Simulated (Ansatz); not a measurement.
# Pb: start and end of a relaxation

A trial structure of Pb was built thus: random cell by space group and Wyckoff sites (Pmmm, No. 47). Lengths were set from tabulated atomic sizes, so they are only a guess.

start.cif

```cif
data_structure
_symmetry_space_group_name_H-M 'Pmmm'
_symmetry_Int_Tables_number 47
_cell_length_a 2.6116
_cell_length_b 2.7596
_cell_length_c 4.8941
_cell_angle_alpha 90.000
_cell_angle_beta 90.000
_cell_angle_gamma 90.000
_cell_volume 35.27
loop_
_atom_site_label
_atom_site_type_symbol
_atom_site_symmetry_multiplicity
_atom_site_Wyckoff_symbol
_atom_site_fract_x
_atom_site_fract_y
_atom_site_fract_z
_atom_site_occupancy
Pb1 Pb 1 d 0.50000 0.00000 0.50000 1
```

The calculation used Ansatz, DFT PBE, scalar-relativistic, plane waves, PAW. Cutoff 420 eV, Gaussian smearing, Γ-centred meshes. Cell and atoms relax first on a coarse mesh and then on a finer one. In between, the cell is made exact in the group found at 0.06 Å. In metals the finer mesh still leaves noise of several meV/atom or more. The steps can't lower the symmetry of their start. No spin polarisation.

end.cif

```cif
data_structure
_symmetry_space_group_name_H-M 'Pm-3m'
_symmetry_Int_Tables_number 221
_cell_length_a 3.2526
_cell_length_b 3.2526
_cell_length_c 3.2526
_cell_angle_alpha 90.000
_cell_angle_beta 90.000
_cell_angle_gamma 90.000
_cell_volume 34.41
loop_
_atom_site_label
_atom_site_type_symbol
_atom_site_symmetry_multiplicity
_atom_site_Wyckoff_symbol
_atom_site_fract_x
_atom_site_fract_y
_atom_site_fract_z
_atom_site_occupancy
Pb1 Pb 1 b 0.50000 0.50000 0.50000 1
```

The symmetry goes from Pmmm (No. 47) to Pm-3m (No. 221). The end has the simple cubic type. The volume per atom shrinks by 2.4 %, from 35.3 to 34.4 Å³. The shortest distance goes from 2.61 Å (Pb–Pb) to 3.25 Å (Pb–Pb). The energy falls by about 1.5 eV/atom (the start's value is from the coarse mesh). The end is written in a standard setting, so origin, axes and order of atoms can differ from the start's.

```json
{
 "Volume per atom": "34.41 Å³",
 "Density": "10.00 g/cm³",
 "Energy over the standard state": "+0.19 eV/atom",
 "Gap on the 18×18×18 mesh of the 1-atom cell": "0 eV (a metal)"
}
```

Energies count from the standard state of Pb at the same level. It lies above the standard state, so it could only be metastable.

The last run used Gaussian smearing of 0.10 eV. These runs have no spin–orbit coupling, which can matter for Pb. A structure relaxed within its symmetry needn't be a true minimum. In all, the 4 runs took 2.6 min on 1 thread of Intel(R) Xeon(R) Processor @ 2.50GHz (Skylake/Cascade Lake), with other jobs on the host.
